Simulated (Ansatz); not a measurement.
# Stress against strain in BN

```yaml
crystal:
  lattice:
    - [2.50399, 0.00000, 0.00000]
    - [-1.25200, 2.16852, 0.00000]
    - [0.00000, 0.00000, 6.66120]
  atoms:
    - { symbol: B, position: [0.33333, 0.66667, 0.25000] }
    - { symbol: B, position: [0.66667, 0.33333, 0.75000] }
    - { symbol: N, position: [0.33333, 0.66667, 0.75000] }
    - { symbol: N, position: [0.66667, 0.33333, 0.25000] }
```

Atom numbers follow the list: B1, B2, N3, N4.

The cell is COD entry 9008997, as deposited and not checked against the literature; nothing was relaxed.

These are results of DFT, PBEsol, all-electron LAPW, scalar-relativistic in Ansatz 0.2.0, not measurements.

The runs use a Γ-centred 11×11×4 k mesh, Fermi–Dirac smearing of 0.02 eV, basis error target 1 meV/atom, no spin polarisation.

The strain is applied along the Cartesian axes of the cell as listed (the other components stay zero). Fractional coordinates are held (clamped ions).

σ is the change of stress from the unstrained cell, which is at 0.41 GPa; tension is positive, so slopes are stress–strain coefficients at that pressure.

Only quantities that a quadratic follows smoothly over the whole series are listed; rougher ones are left out.

| εzz | σzz (GPa) | σxx (GPa) |
| --- | --- | --- |
| -0.0300 | -0.83 | -0.08 |
| -0.0200 | -0.51 | -0.05 |
| 0.0000 | 0.00 | 0.00 |
| 0.0100 | 0.21 | 0.02 |
| 0.0200 | 0.39 | 0.04 |
| 0.0300 | 0.54 | 0.06 |

Problem. Fit the series and read off the stiffness at zero strain.

Solution. Least-squares fits y = p0 + p1 x + p2 x² to the rows give σzz (GPa): p1 = 22.7, p2 = -160; σxx (GPa): p1 = 2.3, p2 = -10. So C33 = 23 GPa and C13 = 2 GPa, for these axes.

Problem. One run, at εzz = -0.0100, is withheld. Predict its row.

Solution. The fits give -0.24, -0.03; the run gave -0.24, -0.02.
